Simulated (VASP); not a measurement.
# Mg3Sb2 (P-3m1) in VASP: settings compared

The runs below take Mg3Sb2 through relaxation of cell and atoms, with PBEsol, AM05.

All numbers are computed with VASP 6.6.1; they aren't measurements. Logs are shortened: lines on timing, memory, paths and dates and some standing lists are left out, and cuts for length are marked.

## Step 1: The structure

Symmetry: P-3m1, No. 164, trigonal system. Conventional cell: a = 4.552 Å, b = 4.552 Å, c = 7.182 Å, α = 90.00°, β = 90.00°, γ = 120.00°. Around Mg (site symmetry 3m) lie 4 Sb at 2.82 to 2.94 Å and 3 Mg at 3.25 Å. Mg (site symmetry -3m) is surrounded by 6 Sb at 3.08 Å. Around Sb (site symmetry 3m) lie 7 Mg at 2.82 to 3.08 Å.

## Step 2: Relaxation of cell and atoms, PBEsol

Input file INCAR:

```
SYSTEM = Mg3Sb2
PREC     = Accurate       ! precision mode
ENCUT    = 600            ! plane-wave cutoff, eV
EDIFF    = 1E-7           ! SCF threshold, eV
ISMEAR   = 0              ! smearing method
SIGMA    = 0.03           ! smearing width, eV
LREAL    = .False.        ! projectors in reciprocal space
LASPH    = .True.         ! aspherical terms in the spheres
NELM     = 80             ! most SCF steps
ALGO     = Normal         ! electronic algorithm
ISIF     = 3              ! what is computed and relaxed
LWAVE    = .False.        ! write WAVECAR
LCHARG   = .False.        ! write CHGCAR
GGA      = PS             ! functional
IBRION   = 2              ! ionic algorithm
NSW      = 90             ! ionic steps
EDIFFG   = -0.005         ! ionic threshold
```

Input file KPOINTS:

```
Automatic mesh
0
Gamma
  9 9 5
  0 0 0
```

Input file POSCAR:

```
Mg3Sb2                                  
1.0
    4.5524044858      0.0000000000      0.0000000000
   -2.2762022429      3.9424979330     -0.0000000000
    0.0000000000      0.0000000000      7.1824591898
  Mg              Sb            
     3     2
Direct
     0.3333333332999970    0.6666666667000030    0.6326104885257230
     0.6666666667000030    0.3333333332999970    0.3673895114742770
     0.0000000000000000    0.0000000000000000    0.0000000000000000
     0.3333333332999970    0.6666666667000030    0.2236239000976646
     0.6666666667000030    0.3333333332999970    0.7763760999023354
```

Potentials or basis: VASP PAW PBE potentials, release 64 (Mg, Sb).

Started as:

```bash
$ cat potpaw_PBE.64/Mg/POTCAR potpaw_PBE.64/Sb/POTCAR > POTCAR
$ mpirun -np 1 vasp_std > vasp.out
```

OUTCAR:

```text
SYSTEM = Mg3Sb2
   PREC = Accurate
   ENCUT = 600
   EDIFF = 1E-7
   ISMEAR = 0
   LREAL = .False.
   LASPH = .True.
   NELM = 80
   ISIF = 3
   GGA = PS
   IBRION = 2
   NSW = 90
   EDIFFG = -0.005

 ion  position               nearest neighbor table
   1  0.333  0.667  0.633-   5 2.82   5 2.82   5 2.82   4 2.94   2 3.25   2 3.25   2 3.25
   2  0.667  0.333  0.367-   4 2.82   4 2.82   4 2.82   5 2.94   1 3.25   1 3.25   1 3.25
   3  0.000  0.000  0.000-   4 3.08   5 3.08   4 3.08   5 3.08   5 3.08   4 3.08
   4  0.333  0.667  0.224-   2 2.82   2 2.82   2 2.82   1 2.94   3 3.08   3 3.08   3 3.08
   5  0.667  0.333  0.776-   1 2.82   1 2.82   1 2.82   2 2.94   3 3.08   3 3.08   3 3.08

  LATTYP: Found a hexagonal cell.
 ALAT       =     4.5524044858
 C/A-ratio  =     1.5777286953

  Lattice vectors:

 A1 = (   4.5524044858,   0.0000000000,   0.0000000000)
 A2 = (  -2.2762022429,   3.9424979330,   0.0000000000)
 A3 = (   0.0000000000,   0.0000000000,   7.1824591898)

Analysis of symmetry for initial positions (statically):
=====================================================================
 Subroutine PRICEL returns:
 Original cell was already a primitive cell.

 Routine SETGRP: Setting up the symmetry group for a
 hexagonal supercell.

 Subroutine GETGRP returns: Found 12 space group operations
 (whereof 12 operations were pure point group operations)
 out of a pool of 24 trial point group operations.

The static configuration has the point symmetry D_3d.

Analysis of symmetry for dynamics (positions and initial velocities):
=====================================================================
 Subroutine PRICEL returns:
 Original cell was already a primitive cell.

 Routine SETGRP: Setting up the symmetry group for a
 hexagonal supercell.

 Subroutine GETGRP returns: Found 12 space group operations
 (whereof 12 operations were pure point group operations)
 out of a pool of 24 trial point group operations.

The dynamic configuration has the point symmetry D_3d.

 Subroutine INISYM returns: Found 12 space group operations
 (whereof 12 operations are pure point group operations),
 and found     1 'primitive' translations

----------------------------------------------------------------------------------------

                                     Primitive cell

  volume of cell :     128.9097

  direct lattice vectors                    reciprocal lattice vectors
[... 110 lines left out ...]
   IALGO  =     38    algorithm
   IMIX   =      4    mixing-type and parameters
     AMIX     =   0.40;   BMIX     =  1.00
     AMIX_MAG =   1.60;   BMIX_MAG =  1.00
  volume/ion in A,a.u.               =      25.78       173.99
  Fermi-wavevector in a.u.,A,eV,Ry     =   0.816619  1.543187  9.073278  0.666867
  Thomas-Fermi vector in A             =   1.926920
   LORBIT       =      0    0 simple, 1 ext, 2 COOP (PROOUT), +10 PAW based schemes
   GGA     = PS    functional components
   LHFCALC =     F    Hartree Fock is set to
   AEXX    =    0.0000 exact exchange contribution
   IVDW    =     0    specifies the selected vdW correction
   LEPSILON=     F    determine dielectric tensor
   LRPA    =     F    only Hartree local field effects (RPA)
 conjugate gradient relaxation of ions
 non-spin polarized calculation
 Gauss-broadening in eV      SIGMA  =   0.03
  energy-cutoff  :      600.00
  volume of cell :      128.91
 maximum number of plane-waves:      4353
   NGX = 19   NGY = 19   NGZ = 29

--------------------------------------- Ionic step        1  -------------------------------------------

 number of electron      15.9999999 magnetization

 Free energy of the ion-electron system (eV)
  ---------------------------------------------------
  ext. energy  EPLUGINS =         0.00000000
  ---------------------------------------------------
  free energy    TOTEN  =       -16.16065588 eV

  energy without entropy =      -16.16065574  energy(sigma->0) =      -16.16065581

------------------------ aborting loop because EDIFF is reached ----------------------------------------

  FORCE on cell =-STRESS in cart. coord.  units (eV):
  Direction    XX          YY          ZZ          XY          YZ          ZX
  --------------------------------------------------------------------------------------
  -------------------------------------------------------------------------------------
  Total        0.0492260      0.0492260      0.0439272      0.0000000      0.0000000      0.0000000
  in kB        0.6118145      0.6118145      0.5459571      0.0000000      0.0000000      0.0000000
  external PRESSURE =       0.5898620 kB  Pullay stress =       0.0000000 kB
[... 104 lines left out ...]
--------------------------------------- Ionic step        4  -------------------------------------------

 number of electron      15.9999999 magnetization

 Free energy of the ion-electron system (eV)
  ---------------------------------------------------
  ext. energy  EPLUGINS =         0.00000000
  ---------------------------------------------------
  free energy    TOTEN  =       -16.16070355 eV

  energy without entropy =      -16.16070341  energy(sigma->0) =      -16.16070348

 E-fermi :   4.6160     XC(G=0):  -8.9447

 val. band max:        4.5400248759   @ k =   0.0000   0.0000   0.0000
 cond. band min:       4.7013575891   @ k =   0.0000   0.4444   0.4000
 fundamental gap:      0.1613327132
 Fermi energy:         4.6159776549

 k-point     1 :       0.0000    0.0000    0.0000
  band No.  band energies     occupation
      1      -5.9052      2.00000
      2      -4.6046      2.00000
      3      -0.4995      2.00000
      4       3.3786      2.00000
      5       3.3786      2.00000
      6       4.1017      2.00000
      7       4.1017      2.00000
      8       4.5400      1.99966
      9       5.6269      0.00000
     10       5.6929      0.00000
     11       7.5325      0.00000
     12       7.5325      0.00000
[... 331 lines left out ...]
 k-point    24 :      -0.1111    0.3333    0.2000
  band No.  band energies     occupation
      1      -5.2691      2.00000
      2      -4.4566      2.00000
      3       0.1932      2.00000
      4       1.1992      2.00000
      5       1.4319      2.00000
      6       2.3056      2.00000
      7       3.1846      2.00000
      8       3.7510      2.00000
      9       5.6858      0.00000
     10       6.7935      0.00000
     11       7.2227      0.00000
     12       7.8712      0.00000

 [... further k-points ...]
[... 5 lines left out ...]
  --------------------------------------------------------------------------------------
  -------------------------------------------------------------------------------------
  Total       -0.0085170     -0.0085170      0.0004971     -0.0000000      0.0000000     -0.0000000
  in kB       -0.1056980     -0.1056980      0.0061698     -0.0000000      0.0000000     -0.0000000
  external PRESSURE =      -0.0684088 kB  Pullay stress =       0.0000000 kB
[... 20 lines left out ...]
  FREE ENERGIE OF THE ION-ELECTRON SYSTEM (eV)
  ---------------------------------------------------
  free  energy   TOTEN  =       -16.1607035545 eV

  energy  without entropy=      -16.1607034093  energy(sigma->0) =      -16.16070348

 reached required accuracy - stopping structural energy minimisation
```

CONTCAR:

```text
Mg3Sb2
   1.00000000000000
     4.5546491325877057   -0.0000000000000000    0.0000000000000000
    -2.2773245662938528    3.9444418541406683   -0.0000000000000000
     0.0000000000000000    0.0000000000000000    7.1860071753965915
  Mg              Sb
     3     2
Direct
     0.3333333332999970    0.6666666667000030    0.6325098387269918
     0.6666666667000030    0.3333333332999970    0.3674901612730081
     1.0000000000000000    0.0000000000000000    0.0000000000000000
     0.3333333332999970    0.6666666667000030    0.2237411491358341
     0.6666666667000030    0.3333333332999970    0.7762588508641659

  0.00000000E+00  0.00000000E+00  0.00000000E+00
  0.00000000E+00  0.00000000E+00  0.00000000E+00
  0.00000000E+00  0.00000000E+00  0.00000000E+00
  0.00000000E+00  0.00000000E+00  0.00000000E+00
  0.00000000E+00  0.00000000E+00  0.00000000E+00
```

Run time: 66 s. Hardware: 1 thread of Intel Xeon 6975P-C (Granite Rapids), shared host; peak memory 0.34 GiB.

What came out:

- Free energy: -16.1607 eV
- Relaxed volume: 25.82 Å³/atom
- Relaxed cell: a = 4.555 Å, b = 4.555 Å, c = 7.186 Å, α = 90.00°, β = 90.00°, γ = 120.00°
- Space group after relaxing (to 0.05 Å): P-3m1 (No. 164)
- Energy gained by relaxing: 0.0 meV/atom
- Ionic steps: 4
- Pressure after relaxing: 0.0 GPa
- Largest force after relaxing: 0.005 eV/Å
- Band gap on the k mesh: 0.16 eV, indirect (least direct gap 1.09 eV)

Forces in eV/Å, atoms in the order of the input:
```
Mg   0.000  0.000 -0.004
Mg   0.000  0.000  0.004
Mg   0.000  0.000  0.000
Sb   0.000  0.000  0.005
Sb   0.000  0.000 -0.005
```

Final structure:
```xyz
5
Lattice="4.5546 0.0000 0.0000 -2.2773 3.9444 0.0000 0.0000 0.0000 7.1860" Properties=species:S:1:pos:R:3 pbc="T T T"
Mg    0.0000    2.6296    4.5452
Mg    2.2773    1.3148    2.6408
Mg    4.5546    0.0000    0.0000
Sb    0.0000    2.6296    1.6078
Sb    2.2773    1.3148    5.5782
```

Caveat: the PAW data sets were made with another functional, which shifts forces and pressure a little; spin-orbit coupling is left out, which moves the levels of the heavy elements; an odd mesh through Γ misses points on the zone boundary, where band edges often lie.

## Step 3: Relaxation of cell and atoms, AM05

This run uses another cell than the first one, of 26.34 Å³/atom, 1.022 times its volume.

Edit INCAR of step 2 so:

```diff
@@ -3,3 +3,3 @@
 ENCUT    = 600            ! plane-wave cutoff, eV
-EDIFF    = 1E-7           ! SCF threshold, eV
+EDIFF    = 1E-6           ! SCF threshold, eV
 ISMEAR   = 0              ! smearing method
@@ -13,5 +13,5 @@
 LCHARG   = .False.        ! write CHGCAR
-GGA      = PS             ! functional
+GGA      = AM             ! functional
 IBRION   = 2              ! ionic algorithm
 NSW      = 90             ! ionic steps
-EDIFFG   = -0.005         ! ionic threshold
+EDIFFG   = -0.01          ! ionic threshold
```

Input file KPOINTS:

```
regular mesh
0
Gamma
  9 9 5
  0 0 0
```

Input file POSCAR:

```
Mg3Sb2
1.0
    4.5820000000      0.0000000000      0.0000000000
   -2.2910000000      3.9681284001      0.0000000000
    0.0000000000      0.0000000000      7.2440000000
Mg Sb
3 2
Direct
    0.3333333333      0.6666666667      0.6300000000
    0.6666666667      0.3333333333      0.3700000000
    0.0000000000      0.0000000000      0.0000000000
    0.3333333333      0.6666666667      0.2350000000
    0.6666666667      0.3333333333      0.7650000000
```

Potentials or basis: VASP PAW PBE potentials, release 64 (Mg, Sb).

Started as:

```bash
$ cat potpaw_PBE.64/Mg/POTCAR potpaw_PBE.64/Sb/POTCAR > POTCAR
$ mpirun -np 1 vasp_std > vasp.out
```

It took 4.7 min on 1 thread of AMD EPYC 9R45 (Zen 5), shared host; peak memory 0.36 GiB.

The run converged. Its results:

```
Free energy                            : -15.1289 eV
Relaxed volume                         : 25.88 Å³/atom
Relaxed cell                           : a = 4.560 Å, b = 4.560 Å, c = 7.185 Å, α = 90.00°, β = 90.00°, γ = 120.00°
Space group after relaxing (to 0.05 Å) : P-3m1 (No. 164)
Energy gained by relaxing              : 8.7 meV/atom
Ionic steps                            : 8
Pressure after relaxing                : 0.0 GPa
Largest force after relaxing           : 0.005 eV/Å
Band gap on the k mesh                 : 0.16 eV, indirect (least direct gap 1.07 eV)
```

Forces in eV/Å, atoms in the order of the input:
```
Mg   0.000  0.000 -0.005
Mg   0.000  0.000  0.005
Mg   0.000  0.000  0.000
Sb   0.000  0.000  0.000
Sb   0.000  0.000  0.000
```

Step by step:
```csv
step,energy change (eV),largest force (eV/Å),pressure (GPa),volume (Å³)
1,0.0000,0.4849,-0.21,131.71
2,-0.0223,0.3283,-0.17,131.04
3,-0.0365,0.0586,0.02,129.77
4,-0.0367,0.0772,0.00,129.89
5,-0.0423,0.0239,-0.02,129.70
6,-0.0433,0.0119,-0.04,129.57
7,-0.0433,0.0102,-0.04,129.58
8,-0.0433,0.0052,0.03,129.40
```

Final structure:
```
Mg Sb
1.0
     4.56024    0.00000    0.00000
    -2.28012    3.94929    0.00000
     0.00000    0.00000    7.18477
Mg Sb
3 2
Direct
  0.33333 0.66667 0.63265
  0.66667 0.33333 0.36735
  0.00000 0.00000 0.00000
  0.33333 0.66667 0.22364
  0.66667 0.33333 0.77636
```

Levels at points of the mesh, in eV from the valence-band top:
| k point | band 4 | band 5 | band 6 | band 7 | band 8 | band 9 | band 10 | band 11 | band 12 |
| --- | --- | --- | --- | --- | --- | --- | --- | --- | --- |
| (0.00, 0.00, 0.00) | -1.18 | -1.18 | -0.45 | -0.45 | 0.00 | 1.07 | 1.12 | 2.96 | 2.96 |

Caveat: the PAW data sets were made with another functional, which shifts forces and pressure a little; spin-orbit coupling is left out, which moves the levels of the heavy elements; an odd mesh through Γ misses points on the zone boundary, where band edges often lie. A hybrid or GW would open this gap; AM05 tends to underestimate it.

[end of part 1 of 2]
